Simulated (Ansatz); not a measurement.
The system is C.

```
CELL_PARAMETERS angstrom
0.00000 1.78337 1.78337
1.78337 0.00000 1.78337
1.78337 1.78337 0.00000
ATOMIC_POSITIONS crystal
C 0.75000 0.75000 0.75000
C 0.50000 0.50000 0.50000
```

This isn't the form of C at room conditions, which is graphite.

Base run:

```yaml
Program: Ansatz 0.2.0
Functional: PBE
Potentials_or_basis: SPMS NC
Cutoff: "1034 eV (not typed: the program's choice for these potentials)"
k_mesh: 13 × 13 × 13
Occupations: fermi-dirac, width 0.05 eV
Spin: no spin polarisation
```

Its results: band gap on the k mesh 4.20 eV, indirect (least direct gap 5.63 eV); pressure 2.3 GPa.

Task: The run is repeated on the same cell with these changes: potentials or basis from SPMS NC to Ansatz PAW; cutoff from 1034 eV (not typed: the program's choice for these potentials) to 300 eV. What comes out?

Result: Band gap on the k mesh 4.12 eV, indirect (least direct gap 5.60 eV); pressure 1.4 GPa.

Caveats: odd divisions of the mesh miss points on the zone boundary, where band edges often lie, so the gap on the mesh can be too wide (some runs); the pressure holds a Pulay correction of +15.2 GPa for the finite cutoff (some runs); the cutoff lies under the one recommended for these potentials (some runs).
